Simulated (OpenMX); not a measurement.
Al:

```xyz
1
Lattice="2.7218 0.0000 0.0000 0.0000 2.7218 0.0000 0.0000 0.0000 2.7218" Properties=species:S:1:pos:R:3 pbc="T T T"
Al    0.0000    0.0000    0.0000
```

The cell was built by a generator and needn't be a form met in nature.

Base run:

| Quantity | Value |
| --- | --- |
| Program | OpenMX 3.8.5 |
| Functional | PBE |
| Dispersion | D4 |
| Potentials or basis | OpenMX 2013 PBE set, Al7.0-s2p2d1, grid cutoff 300 Ry |
| k mesh | 7 × 7 × 7 |
| Occupations | fermi-dirac, width 0.05 eV |
| Spin | no spin polarisation |

Its results: band gap on the k mesh none (metal or under the smearing width); pressure -2.9 GPa.

Q: The run is repeated on the same cell with these changes: dispersion from D4 to none. What comes out?

A: Band gap on the k mesh none (metal or under the smearing width); pressure -0.7 GPa.

Dispersion adds attraction, which lowers the pressure at fixed volume and, as a term added to the energy, leaves the levels alone.

Caveats: the basis of atomic orbitals isn't converged, which shifts pressures, moduli and gaps; pairwise dispersion overbinds metals, which lowers pressure and volume (some runs).

Not every run made on this cell is shown here.
